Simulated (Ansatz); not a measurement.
Run on Sc (hcp type): DFT, PBE, PAW with Ansatz's default frozen-core files, scalar-relativistic (Ansatz 0.2.0). This run: hcp relaxed under pressure.

The start is a guessed cell.

Command: `ansatz run input.yaml --threads 1 --pin off --max-ram 3584MiB --backend cpu --events-out ev --progress --plain --runs-dir out` It took 22 s on 1 thread of AMD EPYC 7R43 64-Core Processor (Zen 3), on a shared host, peak memory 0.42 GiB.

```yaml
crystal:
  lattice:
    - [2.790526689, 0.0, 0.0]
    - [-1.3952633445, 2.4166670026, 0.0]
    - [0.0, 0.0, 4.5206532362]
  atoms:
    - { symbol: Sc, position: [0.3333333333, 0.6666666667, 0.25] }
    - { symbol: Sc, position: [0.6666666667, 0.3333333333, 0.75] }
kpoints:
  mp_grid: { grid: [16, 16, 9] }
scf:
  occupations: { method: fermi_dirac, width: 0.05 }
hamiltonian:
  xc: pbe
  pseudopotentials: { kind: paw }
output:
  forces: true
  stress: true
  eigenvalues: true
relax:
  f_tol: 0.005
  max_steps: 40
  cell: { p_target: 51.0, stress_tol: 0.03 }
```

Output:

```
Engine: ansatz 0.2.0
Pseudopotentials: kind: paw
Pseudopotential: Sc, paw, valence charge 11, recommended cutoff 420 eV (normal), Sc.paw.azcp
Functional definition: PBE
  parameter kappa = 0.804
  parameter beta = 0.06672455060314922
  exchange = pbe_x(kappa = kappa, mu = beta*pi^2/3)
  correlation = pbe_c(beta = beta)
Crystal: 2 atoms, lattice volume = 30.486 Å³
Basis set: ecut = 420 eV, 603 PW (Γ), exchange–correlation on 40×40×64 points (8 copies of the dense FFT grid, shifted against one another)
Bands: 15, of which v1, the nominal top of the filled ones, is band 11 counted from 1 (10 counted from 0)
Symmetry: 24 space group operations
Space group: P63/mmc (ITA 194), of the structure as read, at distance tolerance 3.1e-5 Å
k-points: 150 of 2304
Non-local potential: Sc, projectors of the file, l = 0: 3, l = 1: 2, l = 2: 3, l = 3: 1
PAW form: soft (Blöchl's): semilocal exchange-correlation on the pseudo side does not see the compensation charge
PAW one-centre angular grid: Sc, 590 points (default); XC on 64 Gauss nodes
Initial density: superposition of atomic densities (neutral atoms: chi_scale 0, normalization atom), corrected by the library's trained network
Initial wavefunctions: pseudopotential atomic-orbital guess
Functional: x = pbe(κ = 0.804, μ = 0.2195149727645171), c = pbe(β = 0.06672455060314922)
SCF iter   1: F=—  HF=-4269.330483 eV  |F-HF|=—  |Δ(HF+E_count)|=         —  Δρ=5.51e-3  dr2=6.95e-3  ethr=1.77e-3  ⟨swp⟩=4.2  Hψ=9571  notcnv=0
preconditioner: auto → none  [metal: Δε(μ)=0.012 eV  Ē_g=20.182 eV  σ=0.050 eV  W_gap=0.06  n_scr=2 (ndim 8)  ℏωp=28.5 eV  f_vac=0.000  D(μ)=2.94/eV (n_scr^D=36)  sad-step TF]
SCF iter   2: F=—  HF=-4269.329808 eV  |F-HF|=—  |Δ(HF+E_count)|=   6.75e-4  Δρ=3.37e-3  dr2=2.72e-3  ethr=3.16e-5  ⟨swp⟩=2.0  Hψ=3899  notcnv=0  defer=5
SCF iter   3: F=—  HF=-4269.329572 eV  |F-HF|=—  |Δ(HF+E_count)|=   2.37e-4  Δρ=2.44e-4  dr2=7.79e-6  ethr=1.24e-5  ⟨swp⟩=3.0  Hψ=4456  notcnv=0  defer=5
SCF iter   4: F=—  HF=-4269.329536 eV  |F-HF|=—  |Δ(HF+E_count)|=   3.54e-5  Δρ=7.68e-5  dr2=1.37e-6  ethr=3.54e-8  ⟨swp⟩=2.0  Hψ=3895  notcnv=0  defer=5
iter 5 did not close the SCF: its close was put off for the readings that it lacked (scf_convergence_deferred on its scf_iter line)
SCF iter   5: F=-4269.329536 eV  HF=-4269.329536 eV  |F-HF|=1.54e-8  |Δ(HF+E_count)|=   6.33e-7  Δρ=1.24e-5  dr2=2.83e-8  ethr=6.22e-9  ⟨swp⟩=2.1  Hψ=3576  notcnv=0  defer=5
SCF iter   6: F=-4269.329536 eV  HF=-4269.329536 eV  |F-HF|=2.26e-10  |Δ(HF+E_count)|=  2.88e-10  Δρ=1.56e-6  dr2=4.95e-10  ethr=1.29e-10  ⟨swp⟩=1.3  Hψ=6857  notcnv=0
SCF 1 converged in 6 iterations: F = -4269.329536 eV  dr2 = 4.95e-10
  greatest PAW one-centre occupation: 0.998 electrons in one spin orbital (limit 2), on the Sc atom at site 1 (counted from 0), in its partial waves of l = 0
relax step   1: F+E_penalty+E_count = -4269.32953556 eV  Δ(F+E_penalty+E_count) = +0.000e0 eV  max|allowed force component| = 1.850e-17 eV/Å  Δτ_max = 0.0000 Å  P = +53.039 GPa  Ω = 30.486 Å³  (6 SCF iters, dr2 threshold 1.00e-7 eV, accepted)
Crystal: 2 atoms, lattice volume = 31.172 Å³
Basis set: ecut = 420 eV, 615 PW (Γ), exchange–correlation on 40×40×64 points (8 copies of the dense FFT grid, shifted against one another)
Initial density: handed on by an earlier stage of this run
Initial wavefunctions: those handed on with the density
iter 1 solved again at ethr=7.41e-7 eV; its pass at ethr=3.10e-3 eV (dr2=1.63e-4 eV) is discarded
SCF iter   1: F=—  HF=-4269.554103 eV  |F-HF|=—  |Δ(HF+E_count)|=         —  Δρ=9.27e-4  dr2=1.52e-4  ethr=7.41e-7  ⟨swp⟩=2.7  Hψ=16695  notcnv=0
preconditioner: auto → none  [metal: Δε(μ)=0.010 eV  Ē_g=20.173 eV  σ=0.050 eV  W_gap=0.05  n_scr=8 (ndim 8)  ℏωp=28.2 eV  f_vac=0.000  D(μ)=2.98/eV (n_scr^D=34)]
SCF iter   2: F=—  HF=-4269.554135 eV  |F-HF|=—  |Δ(HF+E_count)|=   3.21e-5  Δρ=4.19e-4  dr2=2.56e-5  ethr=6.92e-7  ⟨swp⟩=1.8  Hψ=2673  notcnv=0
SCF iter   3: F=—  HF=-4269.554170 eV  |F-HF|=—  |Δ(HF+E_count)|=   3.49e-5  Δρ=4.90e-5  dr2=4.71e-7  ethr=1.16e-7  ⟨swp⟩=2.0  Hψ=2693  notcnv=0
iter 4 did not close the SCF: its close was put off for the readings that it lacked (scf_convergence_deferred on its scf_iter line)
SCF iter   4: F=-4269.554171 eV  HF=-4269.554171 eV  |F-HF|=1.00e-8  |Δ(HF+E_count)|=   2.79e-7  Δρ=6.50e-6  dr2=1.03e-8  ethr=2.14e-9  ⟨swp⟩=2.8  Hψ=3928  notcnv=0
iter 5 did not close the SCF: its close was put off for the readings that it lacked (scf_convergence_deferred on its scf_iter line)
SCF iter   5: F=-4269.554171 eV  HF=-4269.554171 eV  |F-HF|=1.82e-12  |Δ(HF+E_count)|=   5.07e-9  Δρ=9.35e-7  dr2=9.10e-11  ethr=4.68e-11  ⟨swp⟩=2.0  Hψ=3768  notcnv=0
SCF iter   6: F=-4269.554171 eV  HF=-4269.554171 eV  |F-HF|=0.00e0  |Δ(HF+E_count)|=  8.19e-12  Δρ=8.04e-8  dr2=7.91e-13  ethr=1.00e-12  ⟨swp⟩=1.0  Hψ=5537  notcnv=0
SCF 2 converged in 6 iterations: F = -4269.554171 eV  dr2 = 7.91e-13
relax step   2: F+E_penalty+E_count = -4269.55417062 eV  Δ(F+E_penalty+E_count) = -2.246e-1 eV  max|allowed force component| = 2.961e-16 eV/Å  Δτ_max = 0.0000 Å  P = +49.219 GPa  Ω = 31.172 Å³  energy of the carried Pulay correction = -2.236e-4 eV  (6 SCF iters, dr2 threshold 2.00e-7 eV, accepted)
Crystal: 2 atoms, lattice volume = 30.990 Å³
iter 1 solved again at ethr=9.71e-8 eV; its pass at ethr=3.10e-3 eV (dr2=2.14e-5 eV) is discarded
SCF iter   1: F=—  HF=-4269.499566 eV  |F-HF|=—  |Δ(HF+E_count)|=         —  Δρ=4.23e-4  dr2=2.39e-5  ethr=9.71e-8  ⟨swp⟩=2.2  Hψ=15940  notcnv=0
preconditioner: auto → none  [metal: Δε(μ)=0.004 eV  Ē_g=20.190 eV  σ=0.050 eV  W_gap=0.02  n_scr=8 (ndim 8)  ℏωp=28.3 eV  f_vac=0.000  D(μ)=2.89/eV (n_scr^D=34)]
SCF iter   2: F=—  HF=-4269.499538 eV  |F-HF|=—  |Δ(HF+E_count)|=   2.82e-5  Δρ=2.02e-4  dr2=4.57e-6  ethr=9.71e-8  ⟨swp⟩=1.8  Hψ=2615  notcnv=0
iter 3 did not close the SCF: its close was put off for the readings that it lacked (scf_convergence_deferred on its scf_iter line)
SCF iter   3: F=-4269.499542 eV  HF=-4269.499542 eV  |F-HF|=4.26e-8  |Δ(HF+E_count)|=   3.99e-6  Δρ=2.04e-5  dr2=4.57e-8  ethr=2.08e-8  ⟨swp⟩=2.0  Hψ=2690  notcnv=0
iter 4 did not close the SCF: its close was put off for the readings that it lacked (scf_convergence_deferred on its scf_iter line)
[... lines left out ...]
iter 6 did not close the SCF: its close was put off for the readings that it lacked (scf_convergence_deferred on its scf_iter line)
SCF iter   6: F=-4269.464741 eV  HF=-4269.464741 eV  |F-HF|=0.00e0  |Δ(HF+E_count)|=    0.00e0  Δρ=5.30e-9  dr2=2.52e-15  ethr=1.00e-12  ⟨swp⟩=1.0  Hψ=2250  notcnv=0
iter 7 did not close the SCF: its close was put off for the readings that it lacked (scf_convergence_deferred on its scf_iter line)
SCF iter   7: F=-4269.464741 eV  HF=-4269.464741 eV  |F-HF|=1.82e-12  |Δ(HF+E_count)|=  2.73e-12  Δρ=3.42e-10  dr2=9.74e-18  ethr=1.00e-12  ⟨swp⟩=1.0  Hψ=2250  notcnv=0
iter 8 did not close the SCF: its close was put off for the readings that it lacked (scf_convergence_deferred on its scf_iter line)
SCF iter   8: F=-4269.464741 eV  HF=-4269.464741 eV  |F-HF|=1.82e-12  |Δ(HF+E_count)|=  3.64e-12  Δρ=4.44e-11  dr2=3.36e-19  ethr=1.00e-12  ⟨swp⟩=1.0  Hψ=2250  notcnv=0
SCF iter   9: F=-4269.464741 eV  HF=-4269.464741 eV  |F-HF|=9.09e-13  |Δ(HF+E_count)|=  1.82e-12  Δρ=4.36e-12  dr2=4.85e-21  ethr=1.00e-12  ⟨swp⟩=1.0  Hψ=5100  notcnv=0
SCF 6 converged in 9 iterations: F = -4269.464741 eV  dr2 = 4.85e-21
relax step   6: F+E_penalty+E_count = -4269.46474138 eV  Δ(F+E_penalty+E_count) = -1.368e-4 eV  max|allowed force component| = 2.035e-16 eV/Å  Δτ_max = 0.0000 Å  P = +50.998 GPa  Ω = 30.876 Å³  stress off target by 2.76e-3 GPa  SCF on the basis re-selected at this cell (its energy is not comparable with the rows above)  (9 SCF iters)
basis re-selected at this cell: Δ(F+E_penalty+E_count) = -1.368e-4 eV, ΔP = -0.003 GPa vs the last step (what re-selecting the basis moved, of the pressure what is left beyond the Pulay correction that the steps carried, after the strain that the cell walked since its last selection, with what the two solves' SCF thresholds leave and, on support functions, any second-order correction that the steps lacked; it is no measure of the basis error at this ecutwfc). The dense FFT grid was sized anew with the basis: this SCF ran on 20×20×30 points, the steps before it on 20×20×32, so part of this shift can come from that change (see relax.cell in the input reference). This SCF's stress stands 2.76e-3 GPa from its target on what of the cell is left free (relax.cell.stress_tol is 3.00e-2 GPa) and its largest allowed force component is 2.04e-16 eV/Å (relax.f_tol is 5.00e-3 eV/Å): within both
SCF converged after 9 iterations
Free energy (F): -4269.464741 eV
Harris-Foulkes:  -4269.464741 eV  (|F-HF|=9.09e-13)
Internal energy: -4269.442337 eV  (E = F + TS)
E sigma→0 (E₀):  -4269.453539 eV
Entropy (-TS):   -0.022404 eV (-11.202 meV/atom)
Fermi energy:    15.861274 eV
--- Per-component energies (eV) ---
  E_band       = -176.430076
  E_kinetic    = 541.305217
  E_local      = -1283.365145  (includes V_loc(G=0)·N_el)
  E_nonlocal   = 174.754264
  E_hartree    = 447.731706
  E_xc         = -214.521326
  E_vxc        = -266.369826  (∫ρ·V_xc dr)
  E_paw        = -1915.021099  (= ΣΔE_a)
  E_vpaw       = -238.218020  (= ΣTr[D̂ρ^β])
  E_aug_tail   = 0.000022  (compensation charges beyond the density's cutoff)
  E_ewald      = -2020.325975
  E_smearing   = -0.022404  (= −TS)
  E_closure    = 0.000000  (closes the sum)
  Σ components = -4269.464741   (vs F -4269.464741, Δ=0.00e0)
--- Forces (eV/Å), atoms counted from 1 ---
  atom   1  Sc    -0.00000000    -0.00000000     0.00000000
  atom   2  Sc     0.00000000     0.00000000    -0.00000000
  max |Σ_I F_I| component: 7.40e-17 eV/Å
--- Stress (GPa, compression-positive) ---
       50.997237       0.000000       0.000000
        0.000000      50.997237      -0.000000
        0.000000      -0.000000      51.000571
  P = ⅓ Tr σ = 50.9983 GPa (509.983 kbar)
--- Band table (eV; the first three rows and the last of 150) ---
  k-point 0: bands = ["-32.6747", "-32.2250", "-12.1758", "-10.6870", "-10.6870", "-10.4333", "-10.4333", "-10.3382", "10.3333", "13.4080", "17.8567", "17.8567", "18.3472", "18.4054", "18.7034"]
  k-point 1: bands = ["-32.6617", "-32.2392", "-12.1245", "-10.6794", "-10.6794", "-10.4410", "-10.4410", "-10.3988", "10.4657", "13.4146", "17.7797", "17.7797", "18.1814", "18.2505", "18.6037"]
  k-point 2: bands = ["-32.6241", "-32.2797", "-11.9756", "-10.6576", "-10.6576", "-10.5711", "-10.4633", "-10.4633", "10.8466", "13.3912", "17.6555", "17.6555", "17.6698", "17.9826", "18.3586"]
  k-point 149: bands = ["-32.2112", "-32.2051", "-11.8020", "-11.7928", "-11.3948", "-11.2880", "-10.6383", "-10.6196", "14.8981", "15.0407", "15.5656", "15.6464", "16.7636", "16.8444", "19.0990"]
--- Relaxed structure (5 steps of the walk, 5 accepted, 1 SCFs on fresh bases) ---
  F+E_penalty+E_count = -4269.46474138 eV   max|allowed force component| = 2.035e-16 eV/Å   (the final SCF, on the basis selected at the relaxed cell)
  cell:  # Å, volume = 30.8765 Å³
    - [2.839474580982938, 1.5834248505893543e-32, 8.601917531425063e-34]
    - [-1.419737290491469, 2.4590571205313982, -1.547517742092178e-33]
    - [1.393510640100623e-33, -1.9973652508108925e-33, 4.422025801256804]
  atoms:
    - { symbol: Sc, position: [0.33333333333333337, 0.6666666666666667, 0.25] }
    - { symbol: Sc, position: [0.6666666666666667, 0.33333333333333337, 0.75] }
```

Next run (beta tin relaxed under pressure), as changes to the input before:

```diff
   lattice:
-    - [2.790526689, 0.0, 0.0]
-    - [-1.3952633445, 2.4166670026, 0.0]
-    - [0.0, 0.0, 4.5206532362]
+    - [-2.4109656143, 2.4109656143, 1.3260310879]
+    - [2.4109656143, -2.4109656143, 1.3260310879]
+    - [2.4109656143, 2.4109656143, -1.3260310879]
   atoms:
-    - { symbol: Sc, position: [0.3333333333, 0.6666666667, 0.25] }
-    - { symbol: Sc, position: [0.6666666667, 0.3333333333, 0.75] }
+    - { symbol: Sc, position: [-0.375, -0.125, -0.25] }
+    - { symbol: Sc, position: [0.375, 0.125, 0.25] }
 kpoints:
-  mp_grid: { grid: [16, 16, 9] }
+  mp_grid: { grid: [16, 16, 16] }
 scf:
```

Results part of the output:

```
basis re-selected at this cell: Δ(F+E_penalty+E_count) = +5.024e-4 eV, ΔP = -0.010 GPa vs the last step (what re-selecting the basis moved, of the pressure what is left beyond the Pulay correction that the steps carried, after the strain that the cell walked since its last selection, with what the two solves' SCF thresholds leave and, on support functions, any second-order correction that the steps lacked; it is no measure of the basis error at this ecutwfc). The dense FFT grid was sized anew with the basis: this SCF ran on 24×24×24 points, the steps before it on 25×25×25, so part of this shift can come from that change (see relax.cell in the input reference). This SCF's stress stands 1.02e-2 GPa from its target on what of the cell is left free (relax.cell.stress_tol is 3.00e-2 GPa) and its largest allowed force component is 1.39e-17 eV/Å (relax.f_tol is 5.00e-3 eV/Å): within both
SCF converged after 6 iterations
Free energy (F): -4268.581660 eV
Harris-Foulkes:  -4268.581660 eV  (|F-HF|=1.82e-12)
Internal energy: -4268.568442 eV  (E = F + TS)
E sigma→0 (E₀):  -4268.575051 eV
Entropy (-TS):   -0.013217 eV (-6.609 meV/atom)
Fermi energy:    16.610588 eV
--- Per-component energies (eV) ---
  E_band       = -163.958682
  E_kinetic    = 544.372139
  E_local      = -1274.107717  (includes V_loc(G=0)·N_el)
  E_nonlocal   = 176.518333
  E_hartree    = 448.546467
  E_xc         = -215.367829
  E_vxc        = -267.537328  (∫ρ·V_xc dr)
  E_paw        = -1916.288980  (= ΣΔE_a)
  E_vpaw       = -240.297069  (= ΣTr[D̂ρ^β])
  E_aug_tail   = 0.000022  (compensation charges beyond the density's cutoff)
  E_ewald      = -2032.240877
  E_smearing   = -0.013217  (= −TS)
  E_closure    = 0.000000  (closes the sum)
  Σ components = -4268.581660   (vs F -4268.581660, Δ=0.00e0)
--- Forces (eV/Å), atoms counted from 1 ---
  atom   1  Sc     0.00000000     0.00000000    -0.00000000
  atom   2  Sc     0.00000000     0.00000000     0.00000000
  max |Σ_I F_I| component: 8.33e-17 eV/Å
--- Stress (GPa, compression-positive) ---
       50.989798      -0.000000       0.000000
       -0.000000      50.989798       0.000000
        0.000000      -0.000000      51.003553
  P = ⅓ Tr σ = 50.9944 GPa (509.944 kbar)
--- Band table (eV; the first three rows and the last of 349) ---
  k-point 0: bands = ["-32.3888", "-31.2403", "-11.7039", "-11.7039", "-9.9187", "-9.8712", "-9.5596", "-9.5596", "11.4059", "13.0973", "16.2439", "16.8829", "18.0930", "20.1260", "20.1260"]
  k-point 1: bands = ["-32.3780", "-31.2516", "-11.6898", "-11.6890", "-9.9450", "-9.8680", "-9.5884", "-9.5557", "11.4822", "13.1588", "16.2704", "16.8137", "17.9910", "20.1548", "20.2238"]
  k-point 2: bands = ["-32.3462", "-31.2851", "-11.6474", "-11.6450", "-10.0172", "-9.8584", "-9.6722", "-9.5494", "11.7054", "13.3378", "16.3527", "16.6394", "17.7481", "20.2311", "20.4789"]
  k-point 348: bands = ["-31.7942", "-31.7942", "-12.2600", "-12.2600", "-9.9263", "-9.9263", "-9.2572", "-9.2572", "15.1223", "15.1223", "18.0453", "18.0453", "18.4672", "18.4672", "20.4341"]
--- Relaxed structure (5 steps of the walk, 5 accepted, 1 SCFs on fresh bases) ---
  F+E_penalty+E_count = -4268.58165986 eV   max|allowed force component| = 1.388e-17 eV/Å   (the final SCF, on the basis selected at the relaxed cell)
  cell:  # Å, volume = 29.2548 Å³
    - [-2.2961485814203124, 2.296148581420312, 1.3871955655677093]
    - [2.2961485814203124, -2.296148581420312, 1.3871955655677093]
    - [2.2961485814203124, 2.296148581420312, -1.3871955655677093]
  atoms:
    - { symbol: Sc, position: [-0.3749999999999999, -0.12500000000000003, -0.24999999999999994] }
    - { symbol: Sc, position: [0.3749999999999999, 0.12500000000000003, 0.24999999999999994] }
```

Next run (sc relaxed under pressure), as changes to the input before:

```diff
   lattice:
-    - [-2.4109656143, 2.4109656143, 1.3260310879]
-    - [2.4109656143, -2.4109656143, 1.3260310879]
-    - [2.4109656143, 2.4109656143, -1.3260310879]
+    - [2.5038326366, 0.0, 0.0]
+    - [0.0, 2.5038326366, 0.0]
+    - [0.0, 0.0, 2.5038326366]
   atoms:
-    - { symbol: Sc, position: [-0.375, -0.125, -0.25] }
-    - { symbol: Sc, position: [0.375, 0.125, 0.25] }
+    - { symbol: Sc, position: [0.0, 0.0, 0.0] }
 kpoints:
-  mp_grid: { grid: [16, 16, 16] }
+  mp_grid: { grid: [15, 15, 15] }
 scf:
   eigenvalues: true
+  write_density: true
+  write_potential: true
+  elf: true
+  volumetric_format: npy
 relax:
```

Command: `ansatz run input.yaml --threads 1 --pin off --max-ram 3584MiB --backend cpu --events-out ev --progress --plain --runs-dir out` It took 6.9 s on 1 thread of AMD EPYC 7R43 64-Core Processor (Zen 3), with other jobs on the host, peak memory 0.35 GiB.

Results part of the output:

```
basis re-selected at this cell: Δ(F+E_penalty+E_count) = +4.173e-4 eV, ΔP = -0.005 GPa vs the last step (what re-selecting the basis moved, of the pressure what is left beyond the Pulay correction that the steps carried, after the strain that the cell walked since its last selection, with what the two solves' SCF thresholds leave and, on support functions, any second-order correction that the steps lacked; it is no measure of the basis error at this ecutwfc). This SCF's stress stands 5.05e-3 GPa from its target on what of the cell is left free (relax.cell.stress_tol is 3.00e-2 GPa) and its largest allowed force component is 0.00e0 eV/Å (relax.f_tol is 5.00e-3 eV/Å): within both
SCF converged after 5 iterations
Free energy (F): -2133.836168 eV
Harris-Foulkes:  -2133.836168 eV  (|F-HF|=2.73e-12)
Internal energy: -2133.821263 eV  (E = F + TS)
E sigma→0 (E₀):  -2133.828715 eV
Entropy (-TS):   -0.014906 eV (-14.906 meV/atom)
Fermi energy:    17.055791 eV
--- Per-component energies (eV) ---
  E_band       = -78.837337
  E_kinetic    = 273.486033
  E_local      = -646.488665  (includes V_loc(G=0)·N_el)
  E_nonlocal   = 89.858434
  E_hartree    = 229.753048
  E_xc         = -107.711857
  E_vxc        = -133.828819  (∫ρ·V_xc dr)
  E_paw        = -958.884973  (= ΣΔE_a)
  E_vpaw       = -121.370413  (= ΣTr[D̂ρ^β])
  E_aug_tail   = 0.000010  (compensation charges beyond the density's cutoff)
  E_ewald      = -1013.833293
  E_smearing   = -0.014906  (= −TS)
  E_closure    = -0.000000  (closes the sum)
  Σ components = -2133.836168   (vs F -2133.836168, Δ=0.00e0)
--- Forces (eV/Å), atoms counted from 1 ---
  atom   1  Sc    -0.00000000    -0.00000000    -0.00000000
  max |Σ_I F_I| component: 1.03e-32 eV/Å
--- Stress (GPa, compression-positive) ---
       50.994951       0.000000       0.000000
        0.000000      50.994951      -0.000000
        0.000000      -0.000000      50.994951
  P = ⅓ Tr σ = 50.9950 GPa (509.950 kbar)
--- Band table (eV; the first three rows and the last of 120) ---
  k-point 0: bands = ["-32.1339", "-9.3027", "-9.3027", "-9.3027", "11.6678", "15.5589", "15.5589", "23.8108", "23.8108", "23.8108"]
  k-point 1: bands = ["-32.1136", "-9.4302", "-9.2920", "-9.2920", "11.8241", "15.6035", "15.7236", "23.6212", "23.6212", "23.8242"]
  k-point 2: bands = ["-32.0555", "-9.7815", "-9.2615", "-9.2615", "12.2589", "15.7322", "16.1972", "23.1202", "23.1202", "23.8623"]
  k-point 119: bands = ["-30.7528", "-11.0027", "-10.9978", "-10.9978", "15.2204", "15.3335", "15.3335", "25.5482", "25.7116", "25.7116"]
--- Relaxed structure (4 steps of the walk, 4 accepted, 1 SCFs on fresh bases) ---
  F+E_penalty+E_count = -2133.83616827 eV   max|allowed force component| = 0.000e0 eV/Å   (the final SCF, on the basis selected at the relaxed cell)
  cell:  # Å, volume = 14.4923 Å³
    - [2.438066223776201, 1.5086451231033349e-33, -7.7037197775489426e-34]
    - [1.5086451231033349e-33, 2.438066223776201, -1.2839532962581572e-34]
    - [-7.7037197775489426e-34, -1.2839532962581572e-34, 2.438066223776201]
  atoms:
    - { symbol: Sc, position: [0.0, 0.0, 0.0] }
```
